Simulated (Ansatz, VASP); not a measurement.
One calculation of BeSe, two programs

```
CELL_PARAMETERS angstrom
0.00000 2.65565 2.65565
2.65565 0.00000 2.65565
2.65565 2.65565 0.00000
ATOMIC_POSITIONS crystal
Be 0.00000 0.00000 0.00000
Se 0.75000 0.75000 0.75000
```

Alike in both runs: task single point; functional PBE; k mesh 6 × 6 × 6; occupations gaussian, width 0.1 eV; no spin polarisation.

```csv
,VASP,Ansatz
version,VASP 6.6.1,Ansatz 0.2.0
potentials or method,"VASP PAW PBE potentials, release 64 (Be, Se)","scalar-relativistic, plane waves, PAW"
plane-wave cutoff (eV),520,420
valence electrons in the cell,8,18
```

```csv
,VASP,Ansatz,Ansatz less VASP
gap on the k mesh at the Fermi level (eV),2.81,2.82,+0.009
least direct gap on the mesh (eV),3.68,3.69,+0.001
pressure (GPa),-4.8,-4.9,-0.13
```

The two sets of potentials don't hold the same shells in valence.

A k mesh can miss the band edges.
